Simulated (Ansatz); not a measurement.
# InAs: the cost of one run

Computed with Ansatz 0.2.0 (DFT PBE, scalar-relativistic, plane waves, PAW, unless a step's input says otherwise).

### Step 1. The system as given

It takes space group P4/nmm (No. 129, tetragonal). The conventional cell has a = 3.144 Å, b = 3.144 Å, c = 9.814 Å, α = 90.00°, β = 90.00°, γ = 90.00°. In (site symmetry 4mm) is surrounded by 8 In at 3.14 to 3.43 Å and 4 As at 3.37 Å. Around As (site symmetry 4mm) lie 8 As at 3.08 to 3.14 Å and 4 In at 3.37 Å.

Structure file:

```cif
data_structure
_symmetry_space_group_name_H-M 'P4/nmm:1'
_symmetry_Int_Tables_number 129
_cell_length_a 3.1443
_cell_length_b 3.1443
_cell_length_c 9.8138
_cell_angle_alpha 90.000
_cell_angle_beta 90.000
_cell_angle_gamma 90.000
_cell_volume 97.03
loop_
_atom_site_label
_atom_site_type_symbol
_atom_site_symmetry_multiplicity
_atom_site_Wyckoff_symbol
_atom_site_fract_x
_atom_site_fract_y
_atom_site_fract_z
_atom_site_occupancy
In1 In 2 c 0.00000 0.50000 0.86667 1
As1 As 2 c 0.00000 0.50000 0.39127 1
```

Recipe of the guess: species swapped into a database cell of TiCd (P4/nmm, No. 129), with As on the Ti sites and In on the Cd sites. The dimensions are guesses.

### Step 2. A first look at the guess

Contents of input.yaml:

```yaml
crystal:
  lattice:
    - [3.14430989, 0.0, 0.0]
    - [0.0, 3.14430989, 0.0]
    - [0.0, 0.0, 9.81384684]
  atoms:
    - { symbol: In, position: [0.0, 0.5, 0.86667114] }
    - { symbol: In, position: [0.5, 0.0, 0.13332886] }
    - { symbol: As, position: [0.0, 0.5, 0.39127329] }
    - { symbol: As, position: [0.5, 0.0, 0.60872671] }
basis:
  ecutwfc: 420
kpoints:
  mp_grid: { grid: [6, 6, 2] }
hamiltonian:
  xc: pbe
scf:
  occupations: { method: gaussian, width: 0.1 }
  lower_state_search: "off"
output:
  forces: true
  stress: true
  eigenvalues: true
```

The run is started by

```bash
$ ansatz run input.yaml --threads 1 --pin off --max-ram 2560MiB --backend cpu --events-out ev --progress --plain --runs-dir out
```

**Question.** How long does this run take on 1 thread of Arm Neoverse V1, shared host, and how much memory does it need?

About 4.3 s, with a peak of 0.37 GiB.
